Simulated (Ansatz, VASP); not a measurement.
## Si: VASP beside Ansatz

```
Si
1.0
     0.00000    2.72185    2.72185
     2.72185    0.00000    2.72185
     2.72185    2.72185    0.00000
Si
2
Direct
  0.50000 0.50000 0.50000
  0.75000 0.75000 0.75000
```

Alike in both runs: task band structure; functional PBEsol; k mesh 8 × 8 × 8; occupations fermi-dirac, width 0.05 eV; no spin polarisation.

|  | VASP | Ansatz |
| --- | --- | --- |
| version | VASP 6.6.1 | Ansatz 0.2.0 |
| potentials or method | VASP PAW PBE potentials, release 64 (Si) | Ansatz PAW |
| plane-wave cutoff (eV) | 520 | 420 |
| valence electrons in the cell | 8 | 8 |

VASP gave:

```
gap on the k mesh at the Fermi level (eV) : 0.51
least direct gap on the mesh (eV)         : 2.51
gap along the band path (eV)              : 0.47
pressure (GPa)                            : -0.4
```

Task: What did Ansatz give for the same quantities?

Result: gap on the k mesh at the Fermi level (eV): 0.52; least direct gap on the mesh (eV): 2.52; gap along the band path (eV): 0.47; pressure (GPa): -0.5.

The functional is the same, so the differences come from potentials, cutoffs and numerics.

Caveats: the PAW data sets were made with another functional, which shifts forces and pressure a little (VASP); the PAW data sets come from PBE, with cores solved anew for the run's functional, which leaves a small shift of forces and pressure (Ansatz). As with any semilocal functional, this PBEsol gap is likely too small.
